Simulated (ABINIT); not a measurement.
## MgS in ABINIT: convergence with k mesh

Crystal: MgS.

```
CELL_PARAMETERS angstrom
0.00000 2.83312 2.83312
2.83312 0.00000 2.83312
2.83312 2.83312 0.00000
ATOMIC_POSITIONS crystal
S 0.25779 0.24666 0.25028
Mg 0.98714 0.01107 0.00340
```

The cell comes from a database or a generator and needn't be the stable form of this composition.

The cell isn't the ideal one: atoms moved at random, drawn with an rms of 0.05 Å.

```yaml
Program: ABINIT 10.8.3 (patched build)
Task: single point
Functional: PBE
Potentials_or_basis: PseudoDojo NC SR PBE v0.5 standard
Cutoff: 1143 eV
k_mesh: 1 × 1 × 1
Occupations: gaussian, width 0.05 eV
Spin: no spin polarisation
```

These are the settings of the first run; the series varies k mesh, with any setting tied to it.

Hardware: 1 thread of Arm Neoverse V1, with other jobs on the host.

Problem. The values tried are 1 × 1 × 1, 2 × 2 × 2, 3 × 3 × 3, 4 × 4 × 4, 5 × 5 × 5, 6 × 6 × 6, 8 × 8 × 8, loosest first. From which on does the largest force stay within 0.005 eV/Å of the tightest run that finished?

Solution. From 3 × 3 × 3 on.

| k mesh | energy less the tightest run, at zero smearing (meV/atom) | pressure (GPa) | largest force (eV/Å) | gap on the mesh (eV) | SCF cycles | CPU time (s) | peak memory (GiB) |
| --- | --- | --- | --- | --- | --- | --- | --- |
| 1 × 1 × 1 | 3643.33 | 20.47 | 0.299 | 2.816 | 13 | 3 | 0.08 |
| 2 × 2 × 2 | 360.39 | 4.22 | 0.437 | 3.272 | 11 | 9.9 | 0.08 |
| 3 × 3 × 3 | 45.13 | 1.59 | 0.443 | 3.341 | 11 | 25 | 0.09 |
| 4 × 4 × 4 | 7.18 | 1.20 | 0.444 | 3.357 | 11 | 58 | 0.11 |
| 5 × 5 × 5 | 1.30 | 1.13 | 0.444 | 3.361 | 11 | 110 | 0.13 |
| 6 × 6 × 6 | 0.25 | 1.11 | 0.444 | 3.361 | 10 | 180 | 0.16 |
| 8 × 8 × 8 | 0.00 | 1.11 | 0.444 | 3.361 | 11 | 450 | 0.28 |

Against the tightest run, the energy stays within 1 meV/atom from 6 × 6 × 6 on; the pressure stays within 0.1 GPa from 4 × 4 × 4 on; the gap on the mesh stays within 0.01 eV from 4 × 4 × 4 on. Meshes of other sizes hit other points, so gaps and Fermi surfaces needn't settle smoothly. The tightest run that finished is the yardstick and may itself not be fully converged.
